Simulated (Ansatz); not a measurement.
Mo: energy change per atom and pressure against volume scale

All results are calculated (Ansatz 0.2.0). Plane-wave DFT, scalar-relativistic PAW made under PBE with cores redone for the functional, no dispersion; the given relaxed cell is scaled uniformly, energy at zero smearing counts from the unscaled cell, pressure at the given Fermi-Dirac smearing is positive in compression.

The cell before it is scaled or strained (space group P6/mmm, No. 191):
```
cell vectors (Å)
   4.6686     0.0000     0.0000
  -2.3343     4.0431     0.0000
   0.0000     0.0000     2.5630
atoms (fractions of the cell vectors)
Mo  0.00000  0.00000  1.00000
Mo  0.33333  0.66667  0.50000
Mo  0.66667  0.33333  0.50000
```

Settings of every row: spin polarised no; functional PBE; wave cutoff 420 eV; smearing width 0.1 eV; k mesh 10x10x16.

Atom starting moment: 0 on all atoms.

Limits: all rows lie far from zero pressure; the cell comes from a prototype or a list of computed structures and needn't be the stable phase.

```
row  volume scale  V (Å³/atom)  energy change per atom (meV)  pressure (GPa)
  1          0.88       14.191                        212.96           39.61
  2          0.92       14.836                         87.45           23.63
  3          0.96       15.481                         20.08           10.63
  4          1.04       16.771                         18.39           -8.51
  5          1.08       17.416                             ?               ?
  6          1.12       18.061                        142.89          -21.09
```

Question: what energy change per atom and pressure should row 5 give?

Worked fit of energy change per atom. Take u = (V_r/V)^(2/3) − 1 with V_r = 15.481 Å³ an atom, which is twice the finite (Eulerian) strain; such expansions in the strain, on which the Birch-Murnaghan equation of state is built, carry the rest volume and the bulk modulus. The shown rows have u = 0.05972, 0.02878, 0, -0.05196, -0.09766. Least squares give energy change per atom = 20.269 + 1523.12 × u + 28470.1 × u² meV; a straight line predicts inner rows, each left out in turn, worse (root mean square 81 against 0.51 meV). The rows lie off it by 0.19, -0.24, -0.19, 0.40, -0.16 (root mean square 0.25 meV). Its lowest point lies at u = -0.0267, or V = 16.12 Å³ an atom, and the curvature there gives the bulk modulus at fixed shape and fractions, B = (4/9)(1 + u)² E″(u)/V = 238 GPa. Letting shape and atoms relax would as a rule lower it, by much in layered, chain or molecular crystals. The withheld row has u = -0.07551, so the fit gives 20.269 + 1523.12 × (-0.07551) + 28470.1 × (-0.07551)² = 67.59 meV.

The calculation gave 68.01 meV. The fit lies 0.42 meV (0.22 % of the column's range) below it; its largest miss of a shown row is 0.40 meV.

Worked fit of pressure. Take u = (V_r/V)^(2/3) − 1 with V_r = 15.481 Å³ an atom, which is twice the finite (Eulerian) strain; such expansions in the strain, on which the Birch-Murnaghan equation of state is built, carry the rest volume and the bulk modulus. The shown rows have u = 0.05972, 0.02878, 0, -0.05196, -0.09766. Least squares give pressure = 10.67 + 423.45 × u + 1010.1 × u² GPa; a straight line predicts inner rows, each left out in turn, worse (root mean square 2.9 against 0.12 GPa). The rows lie off it by 0.05, -0.06, -0.04, 0.10, -0.04 (root mean square 0.062 GPa). The pressure vanishes at u = -0.0269, or V = 16.13 Å³ an atom, and there the bulk modulus at fixed shape and fractions is B = −V dP/dV = (2/3)(1 + u) dP/du = 239 GPa. Letting shape and atoms relax would as a rule lower it, by much in layered, chain or molecular crystals. The withheld row has u = -0.07551, so the fit gives 10.67 + 423.45 × (-0.07551) + 1010.1 × (-0.07551)² = -15.55 GPa.

The calculation gave -15.47 GPa. The fit lies 0.08 GPa (0.13 % of the column's range) below it; its largest miss of a shown row is 0.10 GPa.
